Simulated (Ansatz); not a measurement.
# N started on a C site next to N started on a C site in diamond, 64 atoms, charge 0

Theory: Ansatz 0.2.0, DFT, PBEsol, PAW, plane waves.

The input as it was run:

```yaml
crystal:
  lattice:
    - [7.107606, 0.000000, 0.000000]
    - [0.000000, 7.107606, 0.000000]
    - [0.000000, 0.000000, 7.107606]
  atoms:
    - { symbol: C, position: [0.994566, 0.001559, 0.000009] }
    - { symbol: C, position: [0.004227, 0.993013, 0.500087] }
    - { symbol: C, position: [0.997542, 0.495680, 0.001278] }
    - { symbol: C, position: [0.001987, 0.498956, 0.495911] }
    - { symbol: C, position: [0.500669, 0.003355, 0.003398] }
    - { symbol: C, position: [0.502892, 0.999656, 0.500518] }
    - { symbol: C, position: [0.503808, 0.496872, 0.001471] }
    - { symbol: C, position: [0.125136, 0.125329, 0.122074] }
    - { symbol: C, position: [0.125022, 0.124636, 0.623728] }
    - { symbol: C, position: [0.122397, 0.624754, 0.123764] }
    - { symbol: C, position: [0.126258, 0.623208, 0.623286] }
    - { symbol: C, position: [0.625669, 0.122623, 0.128661] }
    - { symbol: C, position: [0.627297, 0.128402, 0.627193] }
    - { symbol: C, position: [0.619143, 0.624209, 0.127832] }
    - { symbol: C, position: [0.243470, 0.248498, 0.004774] }
    - { symbol: C, position: [0.247070, 0.253667, 0.495927] }
    - { symbol: C, position: [0.253150, 0.750063, 0.000449] }
    - { symbol: C, position: [0.249639, 0.749313, 0.499082] }
    - { symbol: C, position: [0.748518, 0.247973, 0.006299] }
    - { symbol: C, position: [0.751492, 0.255353, 0.497977] }
    - { symbol: C, position: [0.746288, 0.746461, 0.001973] }
    - { symbol: C, position: [0.748121, 0.747673, 0.498089] }
    - { symbol: C, position: [0.376960, 0.371243, 0.126595] }
    - { symbol: C, position: [0.375609, 0.374854, 0.619327] }
    - { symbol: C, position: [0.376724, 0.877981, 0.125424] }
    - { symbol: C, position: [0.377836, 0.871771, 0.625146] }
    - { symbol: C, position: [0.876013, 0.378218, 0.123086] }
    - { symbol: C, position: [0.873100, 0.373442, 0.631366] }
    - { symbol: C, position: [0.874796, 0.876468, 0.128992] }
    - { symbol: C, position: [0.873120, 0.877717, 0.625486] }
    - { symbol: C, position: [0.248026, 0.997260, 0.245248] }
    - { symbol: C, position: [0.252346, 0.000060, 0.747985] }
    - { symbol: C, position: [0.249295, 0.504751, 0.249217] }
    - { symbol: C, position: [0.250874, 0.498691, 0.751156] }
    - { symbol: C, position: [0.750087, 0.000242, 0.251151] }
    - { symbol: C, position: [0.751167, 0.997970, 0.750391] }
    - { symbol: C, position: [0.752195, 0.501351, 0.248801] }
    - { symbol: C, position: [0.755380, 0.492233, 0.748741] }
    - { symbol: C, position: [0.377459, 0.124405, 0.375842] }
    - { symbol: C, position: [0.375415, 0.127187, 0.870350] }
    - { symbol: C, position: [0.371622, 0.627883, 0.374452] }
    - { symbol: C, position: [0.374020, 0.629363, 0.876946] }
    - { symbol: C, position: [0.875307, 0.123298, 0.380445] }
    - { symbol: C, position: [0.882472, 0.123116, 0.876229] }
    - { symbol: C, position: [0.875852, 0.622567, 0.375642] }
    - { symbol: C, position: [0.870197, 0.623970, 0.872961] }
    - { symbol: C, position: [0.998645, 0.255459, 0.252329] }
    - { symbol: C, position: [0.998104, 0.249301, 0.748566] }
    - { symbol: C, position: [0.996452, 0.749733, 0.245675] }
    - { symbol: C, position: [0.000892, 0.750734, 0.751739] }
    - { symbol: C, position: [0.498248, 0.252125, 0.250836] }
    - { symbol: C, position: [0.500716, 0.250153, 0.750681] }
    - { symbol: C, position: [0.496487, 0.747561, 0.248045] }
    - { symbol: C, position: [0.498033, 0.752961, 0.749039] }
    - { symbol: C, position: [0.125895, 0.371458, 0.376131] }
    - { symbol: C, position: [0.124852, 0.371600, 0.880395] }
    - { symbol: C, position: [0.126216, 0.875148, 0.379529] }
    - { symbol: C, position: [0.125656, 0.876742, 0.879377] }
    - { symbol: C, position: [0.632109, 0.378506, 0.376810] }
    - { symbol: C, position: [0.624672, 0.378867, 0.874351] }
    - { symbol: C, position: [0.623363, 0.875021, 0.375731] }
    - { symbol: C, position: [0.622703, 0.872583, 0.870988] }
    - { symbol: N, position: [0.496029, 0.502838, 0.499834] }
    - { symbol: N, position: [0.624444, 0.625383, 0.622216] }
  symmetry: { detect: false }
kpoints:
  mp_grid: { grid: [1, 1, 1], shift: [0.25, 0.25, 0.25] }
hamiltonian:
  xc: pbesol
scf:
  occupations: { method: fermi_dirac, width: 0.01 }
relax:
  f_tol: 0.03
  max_steps: 80
  escape_saddle: false
  adjacent_minimum: "off"
output:
  forces: true
  eigenvalues: true
  populations: true
```

Launch command:

```sh
ansatz run in.yaml --threads 12 --pin off --max-ram 22800MiB --runs-dir r --events-out ev --progress --plain
```

The program printed, less machine lines and repeats, with […] for rows cut from tables:

```
Pseudopotentials: kind: paw
Functional definition: PBEsol
  exchange = pbesol_x
  correlation = pbesol_c
Crystal: 64 atoms, lattice volume = 359.062 Å³
Basis set: ecut = 420 eV, 7075 PW (Γ), exchange–correlation on 96×96×96 points (8 copies of the dense FFT grid, shifted against one another)
Bands: 193, of which v1, the nominal top of the filled ones, is band 129 counted from 1 (128 counted from 0)
Symmetry: 1 space group operations
k-points: 1
Non-local potential: C, projectors of the file, l = 0: 2, l = 1: 2, l = 2: 1
Non-local potential: N, projectors of the file, l = 0: 2, l = 1: 2, l = 2: 1
PAW form: soft (Blöchl's): semilocal exchange-correlation on the pseudo side does not see the compensation charge
PAW frozen core: C, regenerated for the run's functional, and the local potential with it (the file was generated under x = pbe(κ = 0.804, μ = 0.2195149727645171), c = pbe(β = 0.06672455060314922))
PAW frozen core: N, regenerated for the run's functional, and the local potential with it (the file was generated under x = pbe(κ = 0.804, μ = 0.2195149727645171), c = pbe(β = 0.06672455060314922))
PAW one-centre angular grid: C, 110 points (default); XC on 64 Gauss nodes
PAW one-centre angular grid: N, 110 points (default); XC on 64 Gauss nodes
Initial density: superposition of atomic densities (neutral atoms: chi_scale 0, normalization atom), corrected by the library's trained network
Initial wavefunctions: pseudopotential atomic-orbital guess
Functional: x = pbesol(κ = 0.804, μ = 0.12345679012345678), c = pbesol(β = 0.046)
SCF iter   1: F=—  HF=-16041.675454 eV  |F-HF|=—  |Δ(HF+E_count)|=         —  Δρ=5.20e-2  dr2=1.43e1  ethr=1.77e-3  ⟨swp⟩=5.0  Hψ=769  notcnv=0  defer=48
[…]
SCF iter   2: F=—  HF=-16040.018614 eV  |F-HF|=—  |Δ(HF+E_count)|=    1.66e0  Δρ=2.28e-2  dr2=1.00e0  ethr=1.77e-3  ⟨swp⟩=3.0  Hψ=303  notcnv=0  defer=59
[…]
SCF 1 converged in 9 iterations: F = -16039.760040 eV  dr2 = 1.20e-5
[…]
relax step   1: F+E_penalty+E_count = -16039.76004016 eV  Δ(F+E_penalty+E_count) = +0.000e0 eV  max|allowed force component| = 4.388e0 eV/Å  Δτ_max = 0.0000 Å  (9 SCF iters, dr2 threshold 2.25e-5 eV, accepted)
Initial density: handed on by an earlier stage of this run
Initial wavefunctions: those handed on with the density
[…]
[…]
relax step   2: F+E_penalty+E_count = -16041.93798189 eV  Δ(F+E_penalty+E_count) = -2.178e0 eV  max|allowed force component| = 6.119e0 eV/Å  Δτ_max = 0.0832 Å  (8 SCF iters, dr2 threshold 1.00e-4 eV, accepted)
preconditioner: auto → Resta (q_TF=auto, 2.582 Å⁻¹)  ε∞=4.4  [insulator: Δε(μ)=2.275 eV  Ē_g=17.015 eV  σ=0.010 eV  W_gap=1.00  n_scr=92 (ndim 8)  ℏωp=31.5 eV  f_vac=0.000  D(μ)=0.00/eV (n_scr^D=0)  ε∞_Penn≈4.4]
relax step   3: F+E_penalty+E_count = -16044.63407643 eV  Δ(F+E_penalty+E_count) = -2.696e0 eV  max|allowed force component| = 3.707e0 eV/Å  Δτ_max = 0.1955 Å  (6 SCF iters, dr2 threshold 1.00e-4 eV, accepted)
preconditioner: auto → Resta (q_TF=auto, 2.582 Å⁻¹)  ε∞=4.4  [insulator: Δε(μ)=3.446 eV  Ē_g=17.090 eV  σ=0.010 eV  W_gap=1.00  n_scr=92 (ndim 8)  ℏωp=31.5 eV  f_vac=0.000  D(μ)=0.00/eV (n_scr^D=0)  ε∞_Penn≈4.4]
relax step   4: F+E_penalty+E_count = -16046.49097783 eV  Δ(F+E_penalty+E_count) = -1.857e0 eV  max|allowed force component| = 1.511e0 eV/Å  Δτ_max = 0.2000 Å  (5 SCF iters, dr2 threshold 1.00e-4 eV, accepted)
preconditioner: auto → Resta (q_TF=auto, 2.582 Å⁻¹)  ε∞=4.4  [insulator: Δε(μ)=3.046 eV  Ē_g=17.081 eV  σ=0.010 eV  W_gap=1.00  n_scr=92 (ndim 8)  ℏωp=31.5 eV  f_vac=0.000  D(μ)=0.00/eV (n_scr^D=0)  ε∞_Penn≈4.4]
SCF 5 converged in 5 iterations: F = -16046.609255 eV  dr2 = 2.76e-6
  greatest PAW one-centre occupation: 0.770 electrons in one spin orbital (limit 2), on the N atom at site 63 (counted from 0), in its partial waves of l = 0
relax step   5: F+E_penalty+E_count = -16046.60925539 eV  Δ(F+E_penalty+E_count) = -1.183e-1 eV  max|allowed force component| = 7.399e-1 eV/Å  Δτ_max = 0.0800 Å  (5 SCF iters, dr2 threshold 1.00e-4 eV, accepted)
[…]
preconditioner: auto → Resta (q_TF=auto, 2.582 Å⁻¹)  ε∞=4.4  [insulator: Δε(μ)=3.061 eV  Ē_g=17.079 eV  σ=0.010 eV  W_gap=1.00  n_scr=92 (ndim 8)  ℏωp=31.5 eV  f_vac=0.000  D(μ)=0.00/eV (n_scr^D=0)  ε∞_Penn≈4.4]
[…]
SCF 6 converged in 4 iterations: F = -16046.634183 eV  dr2 = 2.87e-6
relax step   6: F+E_penalty+E_count = -16046.63418258 eV  Δ(F+E_penalty+E_count) = -2.493e-2 eV  max|allowed force component| = 3.535e-2 eV/Å  Δτ_max = 0.0232 Å  (4 SCF iters, dr2 threshold 9.09e-5 eV, accepted)
[…]
preconditioner: auto → Resta (q_TF=auto, 2.582 Å⁻¹)  ε∞=4.4  [insulator: Δε(μ)=3.056 eV  Ē_g=17.078 eV  σ=0.010 eV  W_gap=1.00  n_scr=92 (ndim 8)  ℏωp=31.5 eV  f_vac=0.000  D(μ)=0.00/eV (n_scr^D=0)  ε∞_Penn≈4.4]
[…]
SCF 7 converged in 3 iterations: F = -16046.634183 eV  dr2 = 6.87e-8
relax step   7: F+E_penalty+E_count = -16046.63418307 eV  Δ(F+E_penalty+E_count) = -4.831e-7 eV  max|allowed force component| = 3.515e-2 eV/Å  Δτ_max = 0.0000 Å  (3 SCF iters, accepted)
[…]
preconditioner: auto → Resta (q_TF=auto, 2.582 Å⁻¹)  ε∞=4.4  [insulator: Δε(μ)=3.054 eV  Ē_g=17.078 eV  σ=0.010 eV  W_gap=1.00  n_scr=92 (ndim 8)  ℏωp=31.5 eV  f_vac=0.000  D(μ)=0.00/eV (n_scr^D=0)  ε∞_Penn≈4.4]
[…]
SCF iter   3: F=—  HF=-16046.634588 eV  |F-HF|=—  |Δ(HF+E_count)|=   1.40e-3  Δρ=2.89e-5  dr2=1.38e-6  ethr=1.17e-8  ⟨swp⟩=2.0  Hψ=210  notcnv=0  defer=58
SCF iter   4: F=-16046.634587 eV  HF=-16046.634587 eV  |F-HF|=5.27e-9  |Δ(HF+E_count)|=   2.72e-7  Δρ=6.06e-6  dr2=5.28e-8  ethr=3.88e-11  ⟨swp⟩=8.0  Hψ=939  notcnv=0
SCF 8 converged in 4 iterations: F = -16046.634587 eV  dr2 = 5.28e-8
relax step   8: F+E_penalty+E_count = -16046.63458726 eV  Δ(F+E_penalty+E_count) = -4.042e-4 eV  max|allowed force component| = 4.896e-3 eV/Å  Δτ_max = 0.0023 Å  (4 SCF iters, accepted)
SCF converged after 4 iterations
Free energy (F): -16046.634587 eV
Harris-Foulkes:  -16046.634587 eV  (|F-HF|=5.27e-9)
Internal energy: -16046.634587 eV  (E = F + TS)
E sigma→0 (E₀):  -16046.634587 eV
Fermi energy:    16.426122 eV
--- Per-component energies (eV) ---
  E_band       = 1122.431265
  E_kinetic    = 5998.138192
  E_local      = -4100.617855  (includes V_loc(G=0)·N_el)
  E_nonlocal   = 1750.589640
  E_hartree    = 915.361125
  E_xc         = -3123.457588
  E_vxc        = -3893.547096  (∫ρ·V_xc dr)
  E_paw        = -6159.065467  (= ΣΔE_a)
  E_vpaw       = -462.853693  (= ΣTr[D̂ρ^β])
  E_aug_tail   = 0.000773  (compensation charges beyond the density's cutoff)
  E_ewald      = -11328.947835
  E_core_change = 1.364429  (= ΣΔE_core)
  E_smearing   = -0.000000  (= −TS)
  E_closure    = -0.000000  (closes the sum)
  Σ components = -16046.634587   (vs F -16046.634587, Δ=0.00e0)
--- Forces (eV/Å), atoms counted from 1 ---
  atom   1  C     -0.00075643     0.00104573    -0.00082628
  atom   2  C      0.00152399     0.00233757     0.00009699
  atom   3  C      0.00340820     0.00089138     0.00262239
  atom   4  C      0.00039093     0.00192367     0.00059257
  atom   5  C     -0.00054735     0.00295954     0.00145047
  atom   6  C      0.00072084     0.00005831     0.00067138
  atom   7  C      0.00102647     0.00121522     0.00076303
  atom   8  C     -0.00118130     0.00021018    -0.00043087
  atom   9  C      0.00238504     0.00245846     0.00089729
  atom  10  C      0.00103103     0.00243002     0.00216685
  atom  11  C     -0.00076602     0.00070336     0.00170194
  atom  12  C      0.00075123     0.00116827     0.00237899
  atom  13  C      0.00077528    -0.00141561     0.00085464
  atom  14  C      0.00100873     0.00097168    -0.00095853
  atom  15  C     -0.00140872     0.00003182    -0.00227595
  atom  16  C      0.00039709    -0.00022122     0.00267608
  atom  17  C      0.00011470    -0.00040366     0.00198763
  atom  18  C     -0.00308765     0.00101560    -0.00069834
  atom  19  C      0.00034791     0.00002063     0.00070684
  atom  20  C     -0.00344108    -0.00033889     0.00143852
  atom  21  C     -0.00212078    -0.00190703    -0.00142831
  atom  22  C     -0.00280425    -0.00206705    -0.00023718
  atom  23  C     -0.00074768    -0.00022241    -0.00180584
  atom  24  C     -0.00180569    -0.00169088    -0.00077754
  atom  25  C      0.00128178     0.00032988    -0.00119332
  atom  26  C     -0.00207564    -0.00068564     0.00085078
  atom  27  C     -0.00006295     0.00077444     0.00008781
  atom  28  C     -0.00288247     0.00121956    -0.00058826
  atom  29  C     -0.00020104     0.00114034    -0.00054957
  atom  30  C      0.00244143     0.00085419    -0.00020458
  atom  31  C      0.00034093    -0.00251351     0.00062311
  atom  32  C      0.00002120    -0.00230428     0.00130067
  atom  33  C      0.00281703    -0.00252110     0.00180819
  atom  34  C     -0.00380188     0.00053747    -0.00003211
  atom  35  C      0.00115533    -0.00200872     0.00044522
  atom  36  C     -0.00089351     0.00123048    -0.00061435
  atom  37  C     -0.00068710     0.00149838    -0.00226916
  atom  38  C      0.00202090    -0.00061474     0.00181497
  atom  39  C     -0.00096028     0.00077527    -0.00096702
  atom  40  C      0.00179245    -0.00204385    -0.00106216
  atom  41  C      0.00025446    -0.00046976     0.00077276
  atom  42  C      0.00039175     0.00264378    -0.00192785
  atom  43  C     -0.00054316    -0.00165638     0.00090627
  atom  44  C      0.00050178    -0.00221296     0.00071031
  atom  45  C     -0.00229567     0.00212012     0.00167681
  atom  46  C      0.00089045     0.00209840     0.00106789
  atom  47  C     -0.00125547     0.00022864    -0.00125098
  atom  48  C      0.00035543     0.00049468     0.00072124
  atom  49  C      0.00242903    -0.00035922     0.00077210
  atom  50  C     -0.00227064    -0.00126485    -0.00223929
  atom  51  C      0.00046007     0.00047576     0.00076437
  atom  52  C     -0.00086585    -0.00173693    -0.00304169
  atom  53  C     -0.00078313    -0.00052798    -0.00254259
  atom  54  C     -0.00100559    -0.00243785    -0.00355827
  atom  55  C     -0.00294632    -0.00139334    -0.00147951
  atom  56  C      0.00136209     0.00083320    -0.00021386
  atom  57  C      0.00065430     0.00043571     0.00033920
  atom  58  C     -0.00075286     0.00038534    -0.00060967
  atom  59  C     -0.00162841    -0.00467244    -0.00451353
  atom  60  C     -0.00092824     0.00076090    -0.00232165
  atom  61  C      0.00113825    -0.00026090    -0.00207361
  atom  62  C      0.00308469    -0.00065921     0.00080038
  atom  63  N      0.00489635     0.00213785     0.00193285
  atom  64  N      0.00337126    -0.00176389     0.00431370
  max |Σ_I F_I| component: 4.15e-5 eV/Å
--- Band table (eV) ---
  k-point 0: bands = ["-8.1405", "-7.3981", "-6.6311", "-6.6311", "-6.3984", "-5.4998", "-5.4997", "-5.3287", "-4.3726", "-4.3726", "-4.3430", "-3.9386", "-3.4170", "-3.4170", "-3.3195", "-3.3195", "-3.2178", "-2.7506", "-2.4675", "-2.4674", "-2.3833", "-1.4365", "-1.4365", "-1.2679", "-1.1552", "-1.1552", "-0.6592", "-0.5034", "-0.5033", "-0.3894", "-0.3894", "-0.2663", "0.5300", "0.6426", "0.642 …
--- Relaxed structure (8 steps of the walk, 8 accepted, 0 SCFs on fresh bases) ---
  F+E_penalty+E_count = -16046.63458726 eV   max|allowed force component| = 4.896e-3 eV/Å
  atoms:
    - { symbol: C, position: [1.000113414265331, 0.00010028399910505715, 0.0004758021590525621] }
    - { symbol: C, position: [0.0007241261285474075, 1.0007158013306054, 0.5007005208158063] }
    - { symbol: C, position: [1.0007105402174068, 0.500324299979192, 0.0010790217606787673] }
    - { symbol: C, position: [-0.0009673505622591848, 0.4997594875984412, 0.5001334433733986] }
    - { symbol: C, position: [0.5003324830498834, 0.0007202586719181495, 0.001095743204032999] }
    - { symbol: C, position: [0.4997749896523804, 0.9990230351968155, 0.5001383449182898] }
    - { symbol: C, position: [0.49977131663874774, 0.4997621597885989, -0.0006070214612551164] }
    - { symbol: C, position: [0.12470820553461223, 0.12469495436093606, 0.12507112362005124] }
    - { symbol: C, position: [0.12405303314074961, 0.12404941099838226, 0.6248108453300759] }
    - { symbol: C, position: [0.12404636297715199, 0.62444623142101, 0.1244042847132353] }
    - { symbol: C, position: [0.12580234458535988, 0.6250283508146613, 0.6253990385159524] }
    - { symbol: C, position: [0.6244521293091986, 0.1240579472435377, 0.12441667691902723] }
    - { symbol: C, position: [0.6250418845584973, 0.12579438852850613, 0.6254039829567841] }
    - { symbol: C, position: [0.6250370608027058, 0.6250300710286655, 0.1261649623080405] }
    - { symbol: C, position: [0.24934983793673224, 0.2493446505237611, -0.0016845578374720814] }
    - { symbol: C, position: [0.24553706258227406, 0.24552789857128915, 0.4991570478952315] }
    - { symbol: C, position: [0.25126029361018914, 0.7493281594113391, -0.0006932165053490517] }
    - { symbol: C, position: [0.2521786966721696, 0.7463591267965571, 0.5006061938968182] }
    - { symbol: C, position: [0.7493360496671674, 0.2512559789676124, -0.0006884233241359711] }
    - { symbol: C, position: [0.7463813626644742, 0.2521668140190586, 0.5006036162391697] }
    - { symbol: C, position: [0.7509308454129119, 0.7509291970761715, 0.0027119308798834647] }
    - { symbol: C, position: [0.7529123203573042, 0.7529058633757036, 0.5092141883588309] }
    - { symbol: C, position: [0.3738794719341469, 0.37387785237425397, 0.12283997554392218] }
    - { symbol: C, position: [0.3719062717595371, 0.37189740303462027, 0.6163225400918191] }
    - { symbol: C, position: [0.3754590299082922, 0.8735297158673015, 0.1262260337534177] }
    - { symbol: C, position: [0.37845160507628545, 0.8726496818324542, 0.6249339429250684] }
    - { symbol: C, position: [0.8735375319031554, 0.37545142077093835, 0.12622032687701776] }
    - { symbol: C, position: [0.8726578280660707, 0.3784366143903598, 0.6249312060394333] }
    - { symbol: C, position: [0.8754578479521302, 0.8754553182093175, 0.12723524203276765] }
    - { symbol: C, position: [0.8792608763358896, 0.8792551486241078, 0.6263757547428113] }
    - { symbol: C, position: [0.24934614646623668, 0.9979360008522586, 0.2497130888683453] }
    - { symbol: C, position: [0.2512610962160281, -0.001039355762837724, 0.7496938722814401] }
    - { symbol: C, position: [0.24552180011859193, 0.4988101493601547, 0.24588619396384345] }
    - { symbol: C, position: [0.25217970391694644, 0.5002275036511005, 0.7467316868819994] }
    - { symbol: C, position: [0.7493311828838793, -0.0010405670255932648, 0.2516209590049122] }
    - { symbol: C, position: [0.7509297306107261, 1.002334783903168, 0.7512975456305271] }
    - { symbol: C, position: [0.746368278566123, 0.500228996768036, 0.25254225628538224] }
    - { symbol: C, position: [0.7528860747338346, 0.5088586238513563, 0.7532457579024953] }
    - { symbol: C, position: [0.3738848254106631, 0.12245738744775453, 0.3742454407870448] }
    - { symbol: C, position: [0.37545838663054026, 0.12586134838666097, 0.8739106732417717] }
    - { symbol: C, position: [0.371895849000988, 0.6159536822331088, 0.372261199351213] }
    - { symbol: C, position: [0.37844567657453676, 0.6245522723940333, 0.8730166189428159] }
    - { symbol: C, position: [0.8735436007716102, 0.12585681668789528, 0.3758237066726306] }
    - { symbol: C, position: [0.8754607186643008, 0.12686762556372688, 0.8758221562968908] }
    - { symbol: C, position: [0.8726573184599972, 0.6245539511030852, 0.3788013872252399] }
    - { symbol: C, position: [0.879252903119086, 0.6259977012906678, 0.8796162594438905] }
    - { symbol: C, position: [0.9979481399108395, 0.24934235297387145, 0.24971478772631295] }
    - { symbol: C, position: [0.998951630026391, 0.25125135333440934, 0.749695534269538] }
    - { symbol: C, position: [0.9989427135291027, 0.7493278198096419, 0.25161697887401974] }
    - { symbol: C, position: [0.002353095302203172, 0.7509247431972902, 0.7512982872551599] }
    - { symbol: C, position: [0.49880445384210254, 0.24553332730857813, 0.24590321512196792] }
    - { symbol: C, position: [0.5002463349445405, 0.25217046609145694, 0.746743552864498] }
    - { symbol: C, position: [0.5002432213597283, 0.746362969421155, 0.252543646611277] }
    - { symbol: C, position: [0.5088549014257139, 0.7529072555682677, 0.7532755925768269] }
    - { symbol: C, position: [0.12247900208127485, 0.3738796892697819, 0.3742422329399738] }
    - { symbol: C, position: [0.12585006021809766, 0.37545158497280506, 0.8739034910254923] }
    - { symbol: C, position: [0.12585157344477438, 0.8735282475949152, 0.3758269015970621] }
    - { symbol: C, position: [0.12687657064119143, 0.8754573344577389, 0.875823199254091] }
    - { symbol: C, position: [0.6159584175273515, 0.3719130364081253, 0.37228612589270804] }
    - { symbol: C, position: [0.6245718831904754, 0.37844182483207395, 0.873016093466677] }
    - { symbol: C, position: [0.6245702519243644, 0.872649386089958, 0.37881405827352505] }
    - { symbol: C, position: [0.6259978272456815, 0.8792631391482947, 0.879632164884456] }
    - { symbol: N, position: [0.47318631158039115, 0.47320005085841627, 0.4735665548673077] }
    - { symbol: N, position: [0.6515418475246466, 0.6515679731534259, 0.6519012089762619] }
--- Löwdin populations: 64 sites ---
  site symbol       q [e]
     0      C      3.9875
     1      C      3.9899
[…]
    62      N      5.1757
    63      N      5.1759
  spilling = 0.003523 (of n_electrons = 258.000000)
```

Absolute energies hang on the potentials; compare differences alone.

One k point and one spin start were run, so the state needn't be the lowest, and an added charge can sit in a band of the host.

Time: 22 s of wall time on 12 threads of an EPYC 7R43 processor, on a host shared with other runs; peak host memory 0.81 GiB.
